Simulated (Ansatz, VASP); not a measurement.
**Two plane-wave programs on Li2S**

```
CELL_PARAMETERS angstrom
0.00000 2.84450 2.84450
2.84450 0.00000 2.84450
2.84450 2.84450 0.00000
ATOMIC_POSITIONS crystal
Li 0.25000 0.25000 0.25000
Li 0.75000 0.75000 0.75000
S 0.00000 0.00000 0.00000
```

Alike in both runs: task single point; functional PBEsol; k mesh 6 × 6 × 6; occupations gaussian, width 0.1 eV; no spin polarisation.

|  | VASP | Ansatz |
| --- | --- | --- |
| version | VASP 6.6.1 | Ansatz 0.2.0 |
| potentials or method | VASP PAW PBE potentials, release 64 (Li_sv, S) | scalar-relativistic, plane waves, PAW |
| plane-wave cutoff (eV) | 520 | 420 |
| valence electrons in the cell | 12 | 12 |

Ansatz gave:

* gap on the k mesh at the Fermi level (eV): 3.22
* least direct gap on the mesh (eV): 4.12

Which values does VASP return?

gap on the k mesh at the Fermi level (eV): 3.22; least direct gap on the mesh (eV): 4.13.

The functional is the same, so the differences come from potentials, cutoffs and numerics.

 A k mesh can miss the band edges.
